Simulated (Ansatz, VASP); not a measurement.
# BAs in two plane-wave programs, part 2 of 2

One calculation is typed for both programs; each brings its own data sets. How far apart do they land? The structure shown comes from an earlier Ansatz run, which isn't shown and may have moved the atoms alone.

VASP 6.6.1 and Ansatz 0.2.0.

So far: The starting structure; Ansatz: elastic constants, r2SCAN.

### Step 3. VASP: elastic constants, r2SCAN

Level of this step: r2SCAN; plane waves and PAW (B, As) (VASP).

The same cell, functional, mesh and smearing now go to VASP, with its own data sets.

Lines of VASP's logs that name or quote its potential files are left out, and so is its time.

Contents of INCAR:

```
SYSTEM = BAs
PREC = Accurate
ENCUT = 550
EDIFF = 1E-08
NELM = 120
ISMEAR = 0
SIGMA = 0.02
LREAL = .FALSE.
ALGO = Normal
METAGGA = R2SCAN
LASPH = .TRUE.
NBANDS = 10
LORBIT = 11
LWAVE = .FALSE.
LCHARG = .FALSE.
ISIF = 3
IBRION = 6
NFREE = 2
POTIM = 0.015
NSW = 1
GGA_COMPAT = .FALSE.
EFERMI = MIDGAP
LMIXTAU = .TRUE.
KPAR = 2
```

Contents of POSCAR:

```
BAs
1.0
    0.0000000000      2.3919172951      2.3919172951
    2.3919172951      0.0000000000      2.3919172951
    2.3919172951      2.3919172951      0.0000000000
B As
1 1
Direct
    0.0000000000      0.0000000000      0.0000000000
    0.2500000000      0.2500000000      0.2500000000
```

Contents of KPOINTS:

```
Automatic mesh
0
Gamma
8 8 8
0 0 0
```

PAW data sets: B and As (PBE family, release 64).

Launch:

```console
mpirun -np 2 vasp_std
```

Numbers of over 12 decimals in the logs are rounded to 6 here.

The program printed:

```text
[banner, memory and clock lines left out]
running    2 mpi-ranks, on    1 nodes
 distrk:  each k-point on    1 cores,    2 groups
 distr:  one band on    1 cores,    1 groups

 POSCAR found type information on POSCAR B As
 POSCAR found :  2 types and       2 ions
|                                                                             |
|               ----> ADVICE to this user running VASP <----                  |
|                                                                             |
|     You enforced a specific xc type in the INCAR file but a different       |
|     [... a line on the potential file left out ...]
|     I HOPE YOU KNOW WHAT YOU ARE DOING!                                     |
|                                                                             |

 LDA part: xc-table for (None), standard interpolation
 POSCAR, INCAR and KPOINTS ok, starting setup
 FFT: planning ... GRIDC
 FFT: planning ... GRID_SOFT
 FFT: planning ... GRID
 WAVECAR not read
 entering main loop
       N       E                     dE             d eps       ncg     rms          rms(c)
DAV:   1     0.234347506590E+01    0.23435E+01   -0.40547E+03   580   0.763E+02
DAV:   2    -0.231713869422E+02   -0.25515E+02   -0.24723E+02   792   0.113E+02
DAV:   3    -0.238447717789E+02   -0.67338E+00   -0.67230E+00   670   0.185E+01
DAV:   4    -0.238465608066E+02   -0.17890E-02   -0.17890E-02   726   0.108E+00
DAV:   5    -0.238465635520E+02   -0.27454E-05   -0.27454E-05   676   0.427E-02    0.496E+00
DAV:   6    -0.221979307694E+02    0.16486E+01   -0.96059E-01   612   0.582E+00    0.286E+00
DAV:   7    -0.220338990432E+02    0.16403E+00   -0.37585E-01   596   0.352E+00    0.812E-01
DAV:   8    -0.220572502212E+02   -0.23351E-01   -0.21124E-01   586   0.345E+00    0.402E-01
DAV:   9    -0.222088767672E+02   -0.15163E+00   -0.18433E-02   658   0.106E+00    0.204E-01
DAV:  10    -0.222162531114E+02   -0.73763E-02   -0.45555E-04   642   0.173E-01    0.193E-01
DAV:  11    -0.222408522789E+02   -0.24599E-01   -0.18647E-03   606   0.409E-01    0.111E-01
DAV:  12    -0.222545259828E+02   -0.13674E-01   -0.71634E-03   598   0.744E-01    0.480E-02
DAV:  13    -0.222545388478E+02   -0.12865E-04   -0.81262E-05   668   0.816E-02    0.331E-02
DAV:  14    -0.222545618563E+02   -0.23008E-04   -0.67785E-06   646   0.237E-02    0.155E-02
DAV:  15    -0.222545862556E+02   -0.24399E-04   -0.11168E-05   626   0.326E-02    0.237E-03
DAV:  16    -0.222545932541E+02   -0.69985E-05   -0.22693E-06   646   0.134E-02    0.144E-03
DAV:  17    -0.222545932697E+02   -0.15558E-07   -0.87020E-07   616   0.874E-03    0.314E-04
DAV:  18    -0.222545939342E+02   -0.66454E-06   -0.89815E-08   658   0.214E-03    0.488E-04
DAV:  19    -0.222545938669E+02    0.67299E-07   -0.60374E-09   426   0.659E-04    0.210E-04
DAV:  20    -0.222545939441E+02   -0.77199E-07   -0.77438E-10   342   0.240E-04    0.611E-05
DAV:  21    -0.222545938963E+02    0.47807E-07   -0.21792E-10   328   0.134E-04    0.134E-05
DAV:  22    -0.222545939039E+02   -0.76090E-08   -0.38350E-11   320   0.629E-05
   1 F= -.22254594E+02 E0= -.22254594E+02  d E =0.000000E+00
[... from here on, the cycles between the ionic steps are left out ...]
   2 F= -.22249659E+02 E0= -.22249659E+02  d E =0.000000E+00
  11 F= -.22251263E+02 E0= -.22251263E+02  d E =0.000000E+00
  12 F= -.22251263E+02 E0= -.22251263E+02  d E =0.000000E+00
  13 F= -.22251263E+02 E0= -.22251263E+02  d E =0.000000E+00
  14 F= -.22252673E+02 E0= -.22252673E+02  d E =0.000000E+00
  15 F= -.22252673E+02 E0= -.22252673E+02  d E =0.000000E+00
  16 F= -.22252674E+02 E0= -.22252674E+02  d E =0.000000E+00
 Finite differences progress:
  Degree of freedom:   8/  8
  Displacement:        1/  2
  Total:              15/ 16
 bond charge predicted
       N       E                     dE             d eps       ncg     rms          rms(c)
DAV:   1    -0.222508180547E+02    0.18555E-02   -0.28421E-01  1988   0.299E+00    0.148E-01
DAV:   2    -0.222525905934E+02   -0.17725E-02   -0.66918E-03  2160   0.639E-01    0.886E-02
DAV:   3    -0.222524856833E+02    0.10491E-03   -0.18256E-04  2126   0.128E-01    0.147E-02
DAV:   4    -0.222526457381E+02   -0.16005E-03   -0.15543E-04  2078   0.956E-02    0.492E-03
DAV:   5    -0.222526727500E+02   -0.27012E-04   -0.15528E-05  2048   0.325E-02    0.200E-03
DAV:   6    -0.222526723605E+02    0.38947E-06   -0.20735E-06  2096   0.126E-02    0.966E-04
DAV:   7    -0.222526735729E+02   -0.12125E-05   -0.11999E-06  2052   0.857E-03    0.471E-04
DAV:   8    -0.222526735590E+02    0.13968E-07   -0.21956E-08  2226   0.132E-03    0.325E-04
DAV:   9    -0.222526735779E+02   -0.18953E-07   -0.96186E-09  1464   0.792E-04    0.140E-04
DAV:  10    -0.222526735613E+02    0.16624E-07   -0.56214E-09  1168   0.711E-04    0.371E-05
DAV:  11    -0.222526735644E+02   -0.30698E-08   -0.46516E-10  1108   0.173E-04
  17 F= -.22252674E+02 E0= -.22252674E+02  d E =0.000000E+00
 Finite differences progress:
  Degree of freedom:   8/  8
  Displacement:        2/  2
  Total:              16/ 16
```

From OUTCAR (step 3):

```text
ion  position               nearest neighbor table
   1  0.000  0.000  0.000-   2 2.07   2 2.07   2 2.07   2 2.07
   2  0.250  0.250  0.250-   1 2.07   1 2.07   1 2.07   1 2.07

  LATTYP: Found a face centered cubic cell.
 ALAT       =     4.7838345902

 Subroutine GETGRP returns: Found 24 space group operations
 (whereof 24 operations were pure point group operations)

The static configuration has the point symmetry T_d .

 Found     29 irreducible k-points:

   k-points           NKPTS =     29   k-points in BZ     NKDIM =     29   number of bands    NBANDS=     10

   dimension x,y,z NGX =    28 NGY =   28 NGZ =   28
   dimension x,y,z NGXF=    56 NGYF=   56 NGZF=   56

   ENCUT  =  550.0 eV  40.42 Ry    6.36 a.u.   6.47  6.47  6.47*2*pi/ulx,y,z

   NELECT =       8.0000    total number of electrons

 k-points in reciprocal lattice and weights: Automatic mesh
   0.00000000  0.00000000  0.00000000       0.002
   0.12500000  0.00000000  0.00000000       0.016
   0.25000000  0.00000000  0.00000000       0.016
   0.37500000  0.00000000  0.00000000       0.016
   0.50000000  0.00000000  0.00000000       0.008
   0.12500000  0.12500000  0.00000000       0.012
   0.25000000  0.12500000  0.00000000       0.047
   0.37500000  0.12500000  0.00000000       0.047
   0.50000000  0.12500000  0.00000000       0.047
[...]
-0.37500000  0.50000000  0.12500000       0.023
  -0.25000000  0.50000000  0.25000000       0.012

 average (electrostatic) potential at core
       1 -28.2072       2 -53.3630

 E-fermi :   6.7243

 k-point     1 :       0.0000    0.0000    0.0000
  band No.  band energies     occupation
      1     -10.1414      2.00000
      2       5.8643      2.00000
      3       5.9775      2.00000
      4       6.0884      2.00000
      5       9.3312      0.00000
      6       9.4154      0.00000
      7       9.5026      0.00000
      8      11.0714      0.00000
      9      16.3306      0.00000
    ...

 k-point     2 :       0.1250    0.0000    0.0000
  band No.  band energies     occupation
      1      -9.8731      2.00000
      2       3.8671      2.00000
      3       5.4737      2.00000
      4       5.6024      2.00000
      5       9.6485      0.00000
      6       9.9614      0.00000
      7      10.0762      0.00000
      8      12.3802      0.00000
      9      17.2871      0.00000
    ...

 k-point     3 :       0.2500    0.0000    0.0000
  band No.  band energies     occupation
      1      -9.0915      2.00000
      2       0.7658      2.00000
      3       4.7148      2.00000
      4       4.8324      2.00000
      5       9.3296      0.00000
      6      10.8185      0.00000
      7      10.9601      0.00000
      8      14.4836      0.00000
      9      17.6952      0.00000
    ...

  Total        0.0418106      0.0451647      0.0451647      0.0000000      0.1011463      0.0000000
  in kB        2.4475325      2.6438778      2.6438778      0.0000000      5.9209618      0.0000000
  external PRESSURE =       2.5784294 kB  Pullay stress =       0.0000000 kB

  energy-cutoff  :      550.00
  volume of cell :       27.37
      direct lattice vectors                 reciprocal lattice vectors
     0.000000000  2.391917295  2.391917295    -0.209037328  0.209037328  0.209037328
     2.391917295  0.000000000  2.391917295     0.209037328 -0.209037328  0.209037328
     2.391917295  2.391917295  0.000000000     0.209037328  0.209037328 -0.209037328

 POSITION                                       TOTAL-FORCE (eV/Angst)
 -----------------------------------------------------------------------------------
      0.00000      0.00000      0.00000        -0.256031      0.000000      0.000000
      1.18096      1.19596      1.19596         0.256031     -0.000000     -0.000000
 -----------------------------------------------------------------------------------
    total drift:                                0.000017     -0.000000     -0.000000

  FREE ENERGIE OF THE ION-ELECTRON SYSTEM (eV)
  ---------------------------------------------------
  free  energy   TOTEN  =       -22.2526735644 eV

  energy  without entropy=      -22.2526735644  energy(sigma->0) =      -22.25267356

  SYMMETRIZED ELASTIC MODULI (kBar)
 Direction    XX          YY          ZZ          XY          YZ          ZX
 --------------------------------------------------------------------------------
 XX        2911.4974    689.7016    689.7016      0.0000      0.0000     -0.0000
 YY         689.7016   2911.4974    689.7016      0.0000     -0.0000      0.0000
 ZZ         689.7016    689.7016   2911.4974     -0.0000      0.0000     -0.0000
 XY           0.0000      0.0000     -0.0000   1733.9796      0.0000      0.0000
 YZ           0.0000     -0.0000      0.0000      0.0000   1733.9796      0.0000
 ZX          -0.0000      0.0000     -0.0000      0.0000      0.0000   1733.9796
 --------------------------------------------------------------------------------

 Eigenvectors and eigenvalues of the dynamical matrix
 ----------------------------------------------------

   1 f  =   21.013923 THz   132.034370 2PiTHz  700.949010 cm-1    86.906562 meV
             X         Y         Z           dx          dy          dz
      0.000000  0.000000  0.000000    -0.000000    0.934831    0.000000
      1.195959  1.195959  1.195959    -0.000000   -0.355093    0.000000

   2 f  =   21.013923 THz   132.034370 2PiTHz  700.949010 cm-1    86.906562 meV
             X         Y         Z           dx          dy          dz
      0.000000  0.000000  0.000000     0.934831   -0.000000    0.000000
      1.195959  1.195959  1.195959    -0.355093    0.000000    0.000000

   3 f  =   21.013923 THz   132.034370 2PiTHz  700.949010 cm-1    86.906562 meV
             X         Y         Z           dx          dy          dz
      0.000000  0.000000  0.000000    -0.000000   -0.000000    0.934831
      1.195959  1.195959  1.195959     0.000000    0.000000   -0.355093

   4 f/i=    0.000312 THz     0.001959 2PiTHz    0.010398 cm-1     0.001289 meV
             X         Y         Z           dx          dy          dz
      0.000000  0.000000  0.000000    -0.355093   -0.000000    0.000000
      1.195959  1.195959  1.195959    -0.934831    0.000000    0.000000

   5 f/i=    0.000312 THz     0.001959 2PiTHz    0.010398 cm-1     0.001289 meV
             X         Y         Z           dx          dy          dz
      0.000000  0.000000  0.000000    -0.000000    0.355093    0.000000
      1.195959  1.195959  1.195959    -0.000000    0.934831    0.000000

   6 f/i=    0.000312 THz     0.001959 2PiTHz    0.010398 cm-1     0.001289 meV
             X         Y         Z           dx          dy          dz
      0.000000  0.000000  0.000000     0.000000    0.000000   -0.355093
      1.195959  1.195959  1.195959    -0.000000    0.000000   -0.934831

 ELASTIC MODULI CONTR FROM IONIC RELAXATION (kBar)
 Direction    XX          YY          ZZ          XY          YZ          ZX
 --------------------------------------------------------------------------------
 XX          -0.0000     -0.0000     -0.0000      0.0000     -0.0000     -0.0000
 YY          -0.0000     -0.0000     -0.0000      0.0000      0.0000     -0.0000
 ZZ          -0.0000     -0.0000     -0.0000      0.0000      0.0000     -0.0000
 XY           0.0000      0.0000      0.0000   -155.8923      0.0000     -0.0000
 YZ          -0.0000      0.0000      0.0000      0.0000   -155.8923     -0.0000
 ZX          -0.0000     -0.0000     -0.0000     -0.0000     -0.0000   -155.8923
 --------------------------------------------------------------------------------

 TOTAL ELASTIC MODULI (kBar)
 Direction    XX          YY          ZZ          XY          YZ          ZX
 --------------------------------------------------------------------------------
 XX        2911.4974    689.7016    689.7016      0.0000      0.0000     -0.0000
 YY         689.7016   2911.4974    689.7016      0.0000     -0.0000     -0.0000
 ZZ         689.7016    689.7016   2911.4974     -0.0000      0.0000     -0.0000
 XY           0.0000      0.0000     -0.0000   1578.0872      0.0000     -0.0000
 YZ           0.0000     -0.0000      0.0000      0.0000   1578.0872     -0.0000
 ZX          -0.0000     -0.0000     -0.0000     -0.0000     -0.0000   1578.0872
 --------------------------------------------------------------------------------

 total charge
# of ion       s       p       d       tot
------------------------------------------
    1        0.669   1.161   0.000   1.830
    2        1.172   1.693   0.091   2.956
--------------------------------------------------
tot          1.840   2.854   0.091   4.786

[... 3 further parts left out ...]
```

CONTCAR:

```
BAs
   1.00000000000000
     0.0000000000000000    2.3919172950999998    2.3919172950999998
     2.3919172950999998    0.0000000000000000    2.3919172950999998
     2.3919172950999998    2.3919172950999998    0.0000000000000000
  B               As
     1     1
Direct
     0.0000000000000000    0.0000000000000000    0.0000000000000000
     0.2531355599189672    0.2468644400810328    0.2468644400810328
```

The last energy, forces, stress and levels in OUTCAR belong to the last displaced cell, not to the cell of POSCAR.

Levels, forces or a CONTCAR printed for this step are those of its last displaced cell, not of the structure at rest.

### Step 4. Side by side

Known differences besides the potentials themselves: VASP keeps PBE cores, Ansatz makes them for the functional; the data sets hold 18 valence electrons in Ansatz (on its default PAW (the set named soft_2) files) and 8 in VASP; the cutoff is 500 eV in Ansatz and 550 eV in VASP; VASP takes each elastic constant from one size of strain, Ansatz from those that its log lists. Total energies have different zeros and are not compared.

The two programs side by side:

```
 quantity  Ansatz   VASP  difference
C11 (GPa)   289.4  291.1     -0.59 %
C22 (GPa)   289.4  291.1     -0.59 %
C33 (GPa)   289.4  291.1     -0.59 %
C12 (GPa)    66.8   69.0     -3.18 %
C13 (GPa)    66.8   69.0     -3.18 %
C23 (GPa)    66.8   69.0     -3.18 %
C44 (GPa)   157.3  157.8     -0.31 %
C55 (GPa)   157.3  157.8     -0.31 %
C66 (GPa)   157.3  157.8     -0.31 %
```

### Step 5. What came out

```
difference in C12 (elastic constants, r2SCAN) : -3.2 %
```

**Reading.** The difference in C12 is -3.2 % (elastic constants, r2SCAN), within the 5 % picked in this series as the mark of a large difference. The data sets hold unlike numbers of valence electrons (18 in Ansatz and 8 in VASP), so part of the differences comes from the potentials. How closely two codes agree says nothing of how well the functional describes the real material.

[Lines on the potential files, build, host, timing and source positions are cut from VASP's logs without a mark.]

[Logs are printed without paths, hosts, clocks, repeated set-up lines and the standing remarks that a program may print on its own settings, such as how far it seeks lower states.]

[Hosts, paths, dates, database ids (printed as entryN), source tags and the programs' standing remarks are cut or masked in the printed files.]
